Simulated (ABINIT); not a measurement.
Crystal: BaTiO3.

```
Ba Ti O
1.0
     2.82737    1.63238    2.31839
    -2.82737    1.63238    2.31839
     0.00000   -3.26476    2.31839
Ba Ti O
1 1 3
Direct
  0.00000 0.00000 0.00000
  0.48450 0.48450 0.48450
  0.50860 0.01750 0.50860
  0.01750 0.50860 0.50860
  0.50860 0.50860 0.01750
```

```yaml
Program: ABINIT 10.8.3 (patched build)
Task: single point
Functional: PBE
Potentials_or_basis: JTH PAW PBE v2.0
Cutoff: 626 eV
k_mesh: 7 × 7 × 7
Occupations: fermi-dirac, width 0.05 eV
Spin: no spin polarisation
```

On this cell: pressure 6.3 GPa; largest force 0.191 eV/Å; band gap on the k mesh 2.46 eV, indirect (least direct gap 2.79 eV).

The same run follows on a disturbed copy (atoms moved at random, drawn with an rms of 0.05 Å):

```
CELL_PARAMETERS angstrom
2.82737 1.63238 2.31839
-2.82737 1.63238 2.31839
0.00000 -3.26476 2.31839
ATOMIC_POSITIONS crystal
Ba 0.98732 0.99202 0.00712
Ti 0.48312 0.47259 0.48203
O 0.51050 0.00929 0.51653
O 0.02118 0.52026 0.51359
O 0.51078 0.51392 0.01422
```

**Question.** What changes?

**Answer.** The energy moves by +9.6 meV/atom; pressure 6.6 GPa; largest force 0.583 eV/Å; band gap on the k mesh 2.58 eV, indirect (least direct gap 2.99 eV).

Forces on the atoms (eV/Å):
```
Ba   0.201  0.318  0.024
Ti  -0.299 -0.098  0.491
O   -0.279  0.301  0.064
O    0.146 -0.179 -0.487
O    0.230 -0.343 -0.092
```

Stress tensor (GPa, compression positive):
```
 6.41  0.23 -0.09
 0.23  6.13  0.45
-0.09  0.45  7.17
```

Caveats: this set's barium file shifts pressures by 1.5 GPa and gaps by 0.1 eV against other sets; spin-orbit coupling is left out, which moves the levels of the heavy elements; an odd mesh through Γ misses points on the zone boundary, where band edges often lie; the atomic spheres overlap.
